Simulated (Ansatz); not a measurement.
## Equation of state of PbS from a dense series

```yaml
crystal:
  lattice:
    - [2.94050, -2.90000, 0.00000]
    - [2.94050, 2.90000, 0.00000]
    - [-1.08005, 0.00000, 11.70929]
  atoms:
    - { symbol: Pb, position: [0.77560, 0.77560, 0.63638] }
    - { symbol: Pb, position: [0.22440, 0.22440, 0.36362] }
    - { symbol: S, position: [0.26840, 0.26840, 0.59860] }
    - { symbol: S, position: [0.73160, 0.73160, 0.40140] }
```

Atom numbers follow the list: Pb1, Pb2, S3, S4.

The cell is COD entry 2106944, as deposited and not checked against the literature; nothing was relaxed.

Spin–orbit coupling is left out, though it moves levels of the heavy atoms by tenths of an eV or more.

Method: DFT, PBE, all-electron LAPW, scalar-relativistic in Ansatz 0.2.0.

The runs use a Γ-centred 7×7×3 k mesh, Fermi–Dirac smearing of 0.01 eV, basis error target 0.5 meV/atom, no spin polarisation.

The cell is scaled evenly. Fractional coordinates are held (clamped ions).

| V (Å³/atom) | P (GPa) |
| --- | --- |
| 46.930 | 2.26 |
| 47.928 | 1.53 |
| 48.927 | 0.86 |
| 49.426 | 0.56 |
| 49.925 | 0.27 |
| 50.424 | -0.01 |
| 50.924 | -0.27 |
| 52.921 | -1.19 |

Problem. Fit a third-order Birch–Murnaghan curve to the pressures.

Solution. P = (3B0/2)(y^(7/2) − y^(5/2))[1 + (3/4)(B0′ − 4)(y − 1)] with y = (V0/V)^(2/3) fits within 0.01 GPa for V0 = 50.410 Å³/atom, B0 = 27.2 GPa and B0′ = 4.24.

Problem. Predict the pressure at the withheld volume, 51.922 Å³/atom.

Solution. There y = 0.9805, so the fit gives -0.75 GPa; the run gave -0.75 GPa.
